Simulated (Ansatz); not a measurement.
# HfH2 under strain

These are results of DFT PBEsol, scalar-relativistic, plane waves, PAW (Ansatz), not measurements. Run with 420 eV cutoff, 10×10×8 k-mesh, Gaussian smearing of 0.10 eV, no spin polarisation.

Reference structure (relaxed):

```
CELL_PARAMETERS angstrom
3.46427 0.00000 0.00000
0.00000 3.46427 0.00000
0.00000 0.00000 4.23767
ATOMIC_POSITIONS crystal
Hf 0.00000 0.00000 0.00000
Hf 0.50000 0.50000 0.50000
H 0.00000 0.50000 0.25000
H 0.50000 0.00000 0.25000
H 0.50000 0.00000 0.75000
H 0.00000 0.50000 0.75000
```

Deformation: uniaxial strain along c, with the lengths of a and b and the atoms relaxed and the angles held, all within the symmetry that the strain leaves. Energies are extrapolated to zero smearing. On this cell's mesh the reference holds a stress of up to 0.36 GPa.

Spin–orbit coupling is left out, which can shift energies with elements as heavy as these.

Problem. Give the structure at +2.0 %.

Solution.
```
CELL_PARAMETERS angstrom
3.44296 0.00000 0.00000
0.00000 3.44296 0.00000
0.00000 0.00000 4.32243
ATOMIC_POSITIONS crystal
Hf 0.00000 0.00000 0.00000
Hf 0.50000 0.50000 0.50000
H 0.00000 0.50000 0.25000
H 0.50000 0.00000 0.25000
H 0.50000 0.00000 0.75000
H 0.00000 0.50000 0.75000
```
Space group I4/mmm (139), 1.8 meV/atom over the relaxed crystal.